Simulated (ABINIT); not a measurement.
## KBr (Fm-3m): G0W0 with and without spin-orbit coupling

Aim: spinor G0W0 for KBr (Fm-3m) beside the scalar-relativistic result.

Calculated with ABINIT 10.8.3; PBE and many-body steps on it, plane waves.

### Step 1. Set-up

It takes space group Fm-3m (No. 225, cubic). Conventional cell: a = 6.600 Å, b = 6.600 Å, c = 6.600 Å, α = 90.00°, β = 90.00°, γ = 90.00°. Nearest to K lie 6 Br at 3.30 Å. Nearest to Br lie 6 K at 3.30 Å. Farther neighbours and most contacts between anions are not listed.

The cell and positions come from the Crystallography Open Database and are kept as given unless a step says otherwise.

### Step 2. Empty states on the mesh, 4×4×4 mesh, 155 bands

This step: ABINIT 10.8.3; DFT, PBE, plane waves, norm-conserving pseudopotentials.

The sums over transitions need many empty states on a uniform mesh; this step solves for them.

run.abi

```
acell 3*1.0 Angstrom
rprim 
  0.000000000000 3.300000000000 3.300000000000
  3.300000000000 0.000000000000 3.300000000000
  3.300000000000 3.300000000000 0.000000000000
ntypat 2
znucl 19 35
natom 2
typat 1 2
xred 
  0.000000000000 0.000000000000 0.000000000000
  0.500000000000 0.500000000000 0.500000000000
pp_dirpath "pseudos"
pseudos "K.upf, Br.upf"
ecut 33
ngkpt 4 4 4
nshiftk 1
shiftk 0 0 0
kptopt 1
chksymbreak 0
irdden 1
istwfk *1
nband 155
prtvol 0
optdriver 6
gwr_task "HDIAGO"
paral_kgb 0
occopt 1
indata_prefix "in"
outdata_prefix "out"
tmpdata_prefix "tmp"
```

Started as:

```bash
$ OMP_NUM_THREADS=1 mpirun -n 4 abinit run.abi > log
```

Numbers of over 12 decimals in the logs are rounded to 6 here.

Log:

```text
.Version 10.8.3 of ABINIT. v10.8.2 released Aug 2026.

 Symmetries : space group Fm -3 m (#225); Bravais cF (face-center cubic)
[... echo of the input left out ...]
== DATASET  1 ==================================================================
-   mpi_nproc: 4, omp_nthreads: 1 (-1 if OMP is not activated)

--- !DatasetInfo
iteration_state: {dtset: 1, }
dimensions: {natom: 2, nkpt: 8, mband: 155, nsppol: 1, nspinor: 1, nspden: 1, mpw: 4477, }
cutoff_energies: {ecut:  33.0, pawecutdg:  -1.0, }
[...]
Direct band gap semiconductor
 Fundamental gap:     4.436 (eV)
   VBM:    -0.010 (eV) at k: [ 0.0000E+00,  0.0000E+00,  0.0000E+00]
   CBM:     4.426 (eV) at k: [ 0.0000E+00,  0.0000E+00,  0.0000E+00]
 Direct gap:         4.436 (eV) at k: [ 0.0000E+00,  0.0000E+00,  0.0000E+00]

== END DATASET(S) ==============================================================
================================================================================

 -outvars: echo values of variables after computation  --------
           etotal      0.0000000000E+00
            nband         155
             nkpt           8
          spgroup         225
 [... the other variables as echoed above ...]

 Calculation completed.
```

Elapsed: 1.9 min, on 4 MPI ranks of Arm Neoverse V1, shared host; peak memory 4.4 GiB; 7.7 min of CPU time.

This step gave:

```
gap                                                           : 4.436 eV
k of the valence top                                          : 0, 0, 0
k of the conduction bottom                                    : 0, 0, 0
least direct gap                                              : 4.436 eV
k points computed                                             : 8
lowest point of the top converged band, above the valence top : 85.4835 eV
```

On this mesh the gap is 4.436 eV.

The density comes from a self-consistent run that is not shown.

### Step 3. Screening, 4×4×4 mesh, 147 bands, screening to 149.7 eV

The RPA dielectric matrix is built and inverted for each q.

This step: RPA screening on PBE, plane waves, norm-conserving pseudopotentials.

Changes to run.abi since step 2:

```diff
@@ -20,10 +20,11 @@
 chksymbreak 0
-irdden 1
 istwfk *1
-nband 155
-prtvol 0
-optdriver 6
-gwr_task "HDIAGO"
-paral_kgb 0
 occopt 1
+irdwfk 1
+optdriver 3
+nband 147
+ecuteps 5.5
+inclvkb 0
+awtr 1
+symchi 1
 indata_prefix "in"
```

Log:

```text
.Version 10.8.3 of ABINIT. v10.8.2 released Aug 2026.

 Symmetries : space group Fm -3 m (#225); Bravais cF (face-center cubic)
[... echo of the input left out ...]
== DATASET  1 ==================================================================
-   mpi_nproc: 4, omp_nthreads: 1 (-1 if OMP is not activated)

--- !DatasetInfo
iteration_state: {dtset: 1, }
dimensions: {natom: 2, nkpt: 8, mband: 147, nsppol: 1, nspinor: 1, nspden: 1, mpw: 4477, }
cutoff_energies: {ecut:  33.0, pawecutdg:  -1.0, }
electrons: {nelect:   1.60000000E+01, charge:   0.00000000E+00, occopt:   1.00000000E+00, tsmear:   1.00000000E-02, }

 SCREENING: Calculation of the susceptibility and dielectric matrices

 Based on a program developped by R.W. Godby, V. Olevano, G. Onida, and L. Reining.
 Incorporated in ABINIT by V. Olevano, G.-M. Rignanese, and M. Torrent.
.Using double precision arithmetic ; gwpc =  8

[... cell and pseudopotentials left out ...]
--------------------------------------------------------------------------------

 ==== K-mesh for the wavefunctions ====
 Number of points in the irreducible wedge :     8
[... list of points left out ...]
 Together with 48 symmetry operations and time-reversal symmetry
 yields    64 points in the full Brillouin Zone.

 ==== Q-mesh for the screening function ====
 Number of points in the irreducible wedge :     8
[... list of points left out ...]
 Together with 48 symmetry operations and time-reversal symmetry
 yields    64 points in the full Brillouin Zone.

 setmesh: FFT mesh size selected  =    36x   36x   36
          total number of points  =        46656

 vcoul_init : cutoff-mode = AUXILIARY_FUNCTION
 q-points for optical limit:   1
     1)      0.000010    0.000020    0.000030

- screening: taking advantage of time-reversal symmetry
- Maximum band index for partially occupied states nbvw = 8
- Remaining bands to be divided among processors   nbcw = 139
- Number of bands treated by each node ~34

 Number of electrons calculated from density =   16.0000; Expected =   16.0000
 average of density, n =  0.032988
 r_s =    1.9343
 omega_plasma =   17.5199 [eV]

 calculating chi0 at frequencies [eV] :
  1    0.000000E+00    0.000000E+00
  2    0.000000E+00    1.751989E+01

--------------------------------------------------------------------------------
  q-point number  1        q = ( 0.000000, 0.000000, 0.000000) [r.l.u.]
--------------------------------------------------------------------------------
[... chi0 elements left out ...]
 For q-point:  0.000010 0.000020 0.000030
  dielectric constant =   2.4023
  dielectric constant without local fields =   2.9126

  Average fulfillment of the sum rule on Im[epsilon] for q-point    1 :     80.16  [%]
[... wings left out ...]
  q-point number  2        q = ( 0.250000, 0.000000, 0.000000) [r.l.u.]
--------------------------------------------------------------------------------
[... chi0 elements left out ...]
  Average fulfillment of the sum rule on Im[epsilon] for q-point    2 :     86.18  [%]

 [... 6 further q-points ...]
```

Wall time 48 s (4 MPI ranks); peak memory 1.4 GiB; 3.2 min of CPU time.

Numbers from this step:

```yaml
eps_infinity_with_local_fields_on_this_mesh_along_the_program_s_q_direction: 2.402
the_same_without_local_fields: 2.913
plasma_frequency: 17.52 eV
plane_waves_in_the_screening_matrix: 307
```

Local fields lower ε∞ by 18 %.

### Step 4. Scalar-relativistic

The self-energy is evaluated for the states that the input lists, and the levels follow from it, in one-shot runs by the linearised quasiparticle equation.

This step: G0W0 on PBE, plane waves, norm-conserving pseudopotentials.

Changes to run.abi since step 3:

```diff
@@ -23,8 +23,15 @@
 irdwfk 1
-optdriver 3
+optdriver 4
 nband 147
+gwcalctyp 0
+ecutsigx 33
+symsigma 1
+nkptgw 1
+kptgw 
+  0.0000000000 0.0000000000 0.0000000000
+bdgw 
+  6 12
 ecuteps 5.5
-inclvkb 0
-awtr 1
-symchi 1
+irdscr 1
+ppmodel 1
 indata_prefix "in"
```

Log:

```text
.Version 10.8.3 of ABINIT. v10.8.2 released Aug 2026.

 Symmetries : space group Fm -3 m (#225); Bravais cF (face-center cubic)
[... echo of the input left out ...]
== DATASET  1 ==================================================================
-   mpi_nproc: 4, omp_nthreads: 1 (-1 if OMP is not activated)

--- !DatasetInfo
iteration_state: {dtset: 1, }
dimensions: {natom: 2, nkpt: 8, mband: 147, nsppol: 1, nspinor: 1, nspden: 1, mpw: 4477, }
cutoff_energies: {ecut:  33.0, pawecutdg:  -1.0, }
electrons: {nelect:   1.60000000E+01, charge:   0.00000000E+00, occopt:   1.00000000E+00, tsmear:   1.00000000E-02, }

 SIGMA: Calculation of the GW corrections

 Based on a program developped by R.W. Godby, V. Olevano, G. Onida, and L. Reining.
 Incorporated in ABINIT by V. Olevano, G.-M. Rignanese, and M. Torrent.
.Using double precision arithmetic ; gwpc =  8

[... cell and pseudopotentials left out ...]
--------------------------------------------------------------------------------

 ==== K-mesh for the wavefunctions ====
 Number of points in the irreducible wedge :     8
[... list of points left out ...]
 Together with 48 symmetry operations and time-reversal symmetry
 yields    64 points in the full Brillouin Zone.

 ==== Q-mesh for screening function ====
 Number of points in the irreducible wedge :     8
[... list of points left out ...]
 Together with 48 symmetry operations and time-reversal symmetry
 yields    64 points in the full Brillouin Zone.

 vcoul_init : cutoff-mode = AUXILIARY_FUNCTION
 q-points for optical limit:   1
     1)      0.000010    0.000020    0.000030
 setmesh: FFT mesh size selected  =    45x   45x   45
          total number of points  =        91125

 Number of electrons calculated from density =   16.0000; Expected =   16.0000
 average of density, n =  0.032988
 r_s =    1.9343
 omega_plasma =   17.5199 [eV]

 === KS Band Gaps ===
  >>>> For spin  1
   Minimum direct gap =   4.4359 [eV], located at k-point      :   0.0000  0.0000  0.0000
   Fundamental gap    =   4.4359 [eV], Top of valence bands at :   0.0000  0.0000  0.0000
                                       Bottom of conduction at :   0.0000  0.0000  0.0000
 SIGMA fundamental parameters:
 PLASMON POLE MODEL  1
 number of plane-waves for SigmaX                 4477
 number of plane-waves for SigmaC and W            307
 number of plane-waves for wavefunctions          4477
 number of bands                                   147
 number of independent spin polarizations            1
 number of spinorial components                      1
 number of k-points in IBZ                           8
 number of q-points in IBZ                           8
 number of symmetry operations                      48
 number of k-points in BZ                           64
 number of q-points in BZ                           64
 number of frequencies for dSigma/dE                 9
 frequency step for dSigma/dE [eV]                0.25
 number of omega for Sigma on real axis              0
 max omega for Sigma on real axis  [eV]           0.00
 zcut for avoiding poles [eV]                     0.10

 EPSILON^-1 parameters (SCR file):
 dimension of the eps^-1 matrix on file            307
 dimension of the eps^-1 matrix used               307
 number of plane-waves for wavefunctions          4477
 number of bands                                   147
 number of q-points in IBZ                           8
 number of frequencies                               2
 number of real frequencies                          1
 number of imag frequencies                          1

 matrix elements of self-energy operator (all in [eV])

 Perturbative Calculation

--- !SelfEnergy_ee
iteration_state: {dtset: 1, }
kpoint     : [   0.000,    0.000,    0.000, ]
spin       : 1
KS_gap     :    4.436
QP_gap     :    6.872
Delta_QP_KS:    2.436
data: !SigmaeeData |
     Band     E0 <VxcDFT>   SigX SigC(E0)      Z dSigC/dE  Sig(E)    E-E0       E
        6  -0.010 -12.760 -16.565   1.612   0.816  -0.226 -14.550  -1.789  -1.799
        7  -0.010 -12.760 -16.565   1.612   0.816  -0.226 -14.550  -1.789  -1.799
        8  -0.010 -12.760 -16.565   1.612   0.816  -0.226 -14.550  -1.789  -1.799
        9   4.426  -6.661  -3.089  -2.824   0.867  -0.154  -6.013   0.647   5.074
       10   7.598  -8.409  -3.762  -3.003   0.861  -0.162  -6.994   1.415   9.013
       11   7.598  -8.409  -3.762  -3.003   0.861  -0.162  -6.994   1.415   9.013
       12   7.598  -8.409  -3.762  -3.003   0.861  -0.162  -6.994   1.415   9.013

== END DATASET(S) ==============================================================
================================================================================

 -outvars: echo values of variables after computation  --------
           etotal      0.0000000000E+00
            nband         147
             nkpt           8
          spgroup         225
 [... the other variables as echoed above ...]

 Calculation completed.
```

Elapsed: 13 s, on 4 MPI ranks; peak memory 1.5 GiB; 52 s of CPU time.

This step gave:

```yaml
g0w0_gap_on_the_points_computed: 6.873 eV
starting_gap_on_the_mesh: 4.436 eV
k_of_the_valence_top: 0, 0, 0
k_of_the_conduction_bottom: 0, 0, 0
z_at_the_valence_top: 0.816
z_at_the_conduction_bottom: 0.867
least_direct_g0w0_gap_on_the_computed_points: 6.873 eV
```

The gap on the mesh goes from 4.44 eV to 6.87 eV, a correction of +2.44 eV.

### Step 5. Empty states on the mesh, 4×4×4 mesh, 322 bands

This step: DFT, PBE with spin-orbit coupling, plane waves, norm-conserving pseudopotentials.

Changes to run.abi since step 4:

```diff
@@ -15,2 +15,3 @@
 ecut 33
+nspinor 2
 ngkpt 4 4 4
@@ -20,18 +21,10 @@
 chksymbreak 0
+iscf -2
+irdden 1
 istwfk *1
-occopt 1
-irdwfk 1
-optdriver 4
-nband 147
-gwcalctyp 0
-ecutsigx 33
-symsigma 1
-nkptgw 1
-kptgw 
-  0.0000000000 0.0000000000 0.0000000000
-bdgw 
-  6 12
-ecuteps 5.5
-irdscr 1
-ppmodel 1
+nband 322
+nbdbuf 28
+tolwfr 1e-09
+nstep 60
+prtvol 0
 indata_prefix "in"
```

Log:

```text
.Version 10.8.3 of ABINIT. v10.8.2 released Aug 2026.

 Symmetries : space group Fm -3 m (#225); Bravais cF (face-center cubic)
[... echo of the input left out ...]
== DATASET  1 ==================================================================
-   mpi_nproc: 4, omp_nthreads: 1 (-1 if OMP is not activated)

--- !DatasetInfo
iteration_state: {dtset: 1, }
dimensions: {natom: 2, nkpt: 8, mband: 322, nsppol: 1, nspinor: 2, nspden: 1, mpw: 4477, }
cutoff_energies: {ecut:  33.0, pawecutdg:  -1.0, }
[...]
3.19209    3.19209    3.23402    3.23402    3.23402    3.23402    3.23402    3.23402
   3.28553    3.28553    3.28553    3.28553    3.28655    3.28765    3.30180    3.30181
   3.30183    3.30183
 prteigrs : prtvol=0 or 1, do not print more k-points.

== END DATASET(S) ==============================================================
================================================================================

 -outvars: echo values of variables after computation  --------
            nband         322
             nkpt           8
          spgroup         225
 [... the other variables as echoed above ...]

 Calculation completed.
```

The job ended after 6.9 min (4 MPI ranks; peak memory 0.71 GiB; 28 min of CPU time).

This step gave:

```
gap                                                           : 4.274 eV
k of the valence top                                          : 0, 0, 0
k of the conduction bottom                                    : 0, 0, 0
least direct gap                                              : 4.274 eV
k points computed                                             : 8
lowest point of the top converged band, above the valence top : 85.2974 eV
```

On this mesh the gap is 4.274 eV.

The density comes from a self-consistent run that is not shown, made with spin-orbit coupling and fully relativistic files.

(Continued in part 2 of 2.)

[Paths, hosts, dates, memory and timing lines, banners, echoed tables and standing remarks are left out of the program output.]

[Logs are printed without paths, hosts, clocks, repeated set-up lines and the standing remarks that a program may print on its own settings, such as how far it seeks lower states.]

[Runs of the session that timed out or met a known fault of the program may be left out.]

[Hosts, paths, dates, database ids (printed as entryN), source tags and the programs' standing remarks are cut or masked in the printed files.]

[G0W0 gaps are taken among the corrected bands and points alone; a level outside them can change the order at an edge.]

[Where Ansatz stands beside ABINIT at settings called matched, ABINIT's density can come from a denser mesh and the files from another edition; pairs whose starting gaps differed by over 0.03 eV were left out, so agreement reads better than it is.]
